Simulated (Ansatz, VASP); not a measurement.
One calculation of GaN, two programs

Contents of INCAR:

```
ALGO     = Normal         # electronic algorithm
EDIFF    = 1E-7           # SCF threshold, eV
ENCUT    = 520            # plane-wave cutoff, eV
GGA      = PE             # functional
ISIF     = 2              # what is computed and relaxed
ISMEAR   = -1             # smearing method
LASPH    = T              # aspherical terms in the spheres
LCHARG   = F              # write CHGCAR
LREAL    = F              # projectors in reciprocal space
LWAVE    = F              # write WAVECAR
NBANDS   = 16             # bands
NELM     = 100            # most SCF steps
PREC     = Accurate       # precision mode
SIGMA    = 0.15           # smearing width, eV
```

Contents of KPOINTS:

```
k-points
0
Gamma
  13 13 13
```

File POSCAR:

```
GaN
1.0
    0.0000000000      2.1341217709      2.1341217709
    2.1341217709      0.0000000000      2.1341217709
    2.1341217709      2.1341217709      0.0000000000
Ga N
1 1
Direct
    0.0000000000      0.0000000000      0.0000000000
    0.5000000000      0.5000000000      0.5000000000
```

Input for Ansatz:

```yaml
crystal:
  lattice:
    - [0.0, 2.1341217709, 2.1341217709]
    - [2.1341217709, 0.0, 2.1341217709]
    - [2.1341217709, 2.1341217709, 0.0]
  atoms:
    - { symbol: Ga, position: [0.0, 0.0, 0.0] }
    - { symbol: "N", position: [0.5, 0.5, 0.5] }
kpoints:
  mp_grid: { grid: [13, 13, 13] }
scf:
  occupations: { method: fermi_dirac, width: 0.15 }
hamiltonian:
  xc: pbe
  pseudopotentials: { kind: all_electron, lapw: { basis_error: 0.00025 } }
output:
  forces: true
  stress: true
  eigenvalues: true
```

Alike in both runs: task single point; functional PBE; k mesh 13 × 13 × 13; occupations fermi-dirac, width 0.15 eV; no spin polarisation.

```csv
,VASP,Ansatz
version,VASP 6.6.1,Ansatz 0.2.0
potentials or method,"VASP PAW PBE potentials, release 64 (Ga_d, N)","all-electron LAPW, scalar-relativistic"
plane-wave cutoff (eV),520,see its input
```

Ansatz gave:

- pressure (GPa): 0.2

Question: Estimate VASP's values.

Answer: Pressure (GPa): 0.9.

Ansatz ran all-electron here, so the differences hold the error of VASP's frozen core and of both bases.

Caveats: an odd mesh through Γ misses points on the zone boundary, where band edges often lie.
